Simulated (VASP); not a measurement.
Input of a VASP 6.6.1 run:

Contents of INCAR:

```
PREC = Accurate
ENCUT = 600
EDIFF = 1E-6
ISMEAR = 1
SIGMA = 0.1
LREAL = F
LASPH = T
NELM = 80
ALGO = Normal
ISIF = 3
LWAVE = F
LCHARG = F
METAGGA = R2SCAN
LMIXTAU = T
IBRION = 2
NSW = 90
EDIFFG = -0.01
```

Contents of KPOINTS:

```
regular mesh
0
Gamma
  15 15 8
```

Contents of POSCAR:

```
Ta2C
1.0
    3.1059000000      0.0000000000      0.0000000000
   -1.5529500000      2.6897883016      0.0000000000
    0.0000000000      0.0000000000      4.9464000000
Ta C
2 1
Direct
    0.3333333333      0.6666666667      0.2520100000
    0.6666666667      0.3333333333      0.7479900000
    0.0000000000      0.0000000000      0.0000000000
```

Potentials or basis: VASP PAW PBE potentials, release 64 (Ta_pv, C).

The run is started by

```console
$ cat potpaw_PBE.64/Ta_pv/POTCAR potpaw_PBE.64/C/POTCAR > POTCAR
$ mpirun -np 1 vasp_std > vasp.out
```

Problem. Predict the space group after relaxing (to 0.05 Å).

Solution. P-3m1 (No. 164).

Problem. What does it give for the band gap on the k mesh?

Solution. None (metal or under the smearing width).

Problem. Predict the relaxed cell.

Solution. a = 3.113 Å, b = 3.113 Å, c = 4.947 Å, α = 90.00°, β = 90.00°, γ = 120.00°.

The path:
```csv
step,energy change (eV),largest force (eV/Å),pressure (GPa),volume (Å³)
1,0.0000,0.3163,1.82,41.32
2,0.0119,0.3601,-5.43,42.26
3,-0.0032,0.0937,-0.54,41.61
4,-0.0036,0.0465,0.26,41.45
5,-0.0038,0.0014,0.00,41.50
```

Caveat: the PAW data sets were made with another functional, which shifts forces and pressure a little. Zero-point motion and thermal expansion aren't in these numbers.
